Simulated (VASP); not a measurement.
# Y: single point with PBEsol

The system is Y.

```
CELL_PARAMETERS angstrom
3.32446 0.00000 0.00000
0.00000 3.32446 0.00000
0.00000 0.00000 3.32446
ATOMIC_POSITIONS crystal
Y 0.00000 0.00000 0.00000
```

This isn't the form of Y at room conditions, which is hcp.

```
Program                : VASP 6.6.1
Task                   : single point
Functional             : PBEsol
Potentials or basis    : VASP PAW PBE potentials, release 64 (Y_sv)
Cutoff                 : 520 eV
k mesh                 : 11 × 11 × 11
Occupations            : fermi-dirac, width 0.1 eV
Spin                   : no spin polarisation
Dipole correction      : no
Further INCAR settings : ALGO = Normal; EDIFF = 1e-06; NBANDS = 12
```

| Quantity | Value |
| --- | --- |
| Pressure | -2.8 GPa |
| Band gap on the k mesh | none (metal or under the smearing width) |

Levels at points of the mesh, in eV from the Fermi level:
```csv
k point,band 3,band 4,band 5,band 6,band 7,band 8
"(0.00, 0.00, 0.00)",-22.70,-22.70,-4.39,-0.54,-0.54,4.93
```

It took 18 s on 1 thread of Intel(R) Xeon(R) Platinum 8488C (Sapphire Rapids), with other jobs on the host, peak memory 0.18 GiB.

Caveat: the PAW data sets were made with another functional, which shifts forces and pressure a little.
